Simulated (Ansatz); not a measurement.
Run this with the Python package of Ansatz (0.2.0) and show what comes out.

Script `convert_c.py`:
```python
from pathlib import Path

import ansatz as az
from pymatgen.core import Lattice, Structure
from pymatgen.io.ase import AseAtomsAdaptor


def main() -> None:
    pmg_structure = Structure(
        Lattice([[1.22802871, 0.70900271, 3.34701145], [-1.22802871, 0.70900271, 3.34701145], [0.0, -1.41800541, 3.34701145]]),
        ['C', 'C'],
        [
            [0.836, 0.836, 0.836],
            [0.164, 0.164, 0.164],
        ],
    )
    xtal = az.Crystal.from_ase(AseAtomsAdaptor.get_atoms(pmg_structure))

    setup = (
        xtal.calculation()
        .functional('r2SCAN', dispersion='d4')
        .kpoints(9, 9, 9, center='monkhorst-pack')
        .occupations('Marzari-Vanderbilt', width=0.01)
        .phonons('fd', supercell=2, temperatures=(0, 800, 100))
    )
    Path('written.yaml').write_text(setup.to_yaml())
    back = az.Calculation.from_yaml('written.yaml')
    print(back.to_python())
    print('same input:', back.to_yaml() == setup.to_yaml())


if __name__ == '__main__':
    main()
```

`python convert_c.py` gives:
```text
(
    az.Lattice.of(((1.22802871, 0.70900271, 3.34701145), (-1.22802871, 0.70900271, 3.34701145), (0.0, -1.41800541, 3.34701145)))
    .atom("C", (0.8359999999999999, 0.8359999999999999, 0.8359999999999999))
    .atom("C", (0.164, 0.164, 0.164))
    .calculation()
    .kpoints(9, 9, 9, shift=(0.0, 0.0, 0.0))
    .functional("r2scan", dispersion="d4")
    .occupations(method="cold", width=0.01)
    .phonons(method="fd", supercell=(2, 2, 2), temperatures=(0.0, 800.0, 100.0))
)

same input: True
```

File `written.yaml` afterwards:
```yaml
crystal:
  lattice:
    - [1.22802871, 0.70900271, 3.34701145]
    - [-1.22802871, 0.70900271, 3.34701145]
    - [0.0, -1.41800541, 3.34701145]
  atoms:
    - { symbol: C, position: [0.8359999999999999, 0.8359999999999999, 0.8359999999999999] }
    - { symbol: C, position: [0.164, 0.164, 0.164] }
kpoints:
  mp_grid:
    grid: [9, 9, 9]
    shift: [0.0, 0.0, 0.0]
hamiltonian:
  xc: r2scan
  dispersion: d4
scf:
  occupations:
    method: cold
    width: 0.01
phonons:
  method: fd
  supercell: [2, 2, 2]
  temperatures:
    t_min: 0.0
    t_max: 800.0
    t_step: 100.0
```

The input is only written out: it wasn't run, and its settings aren't tested.
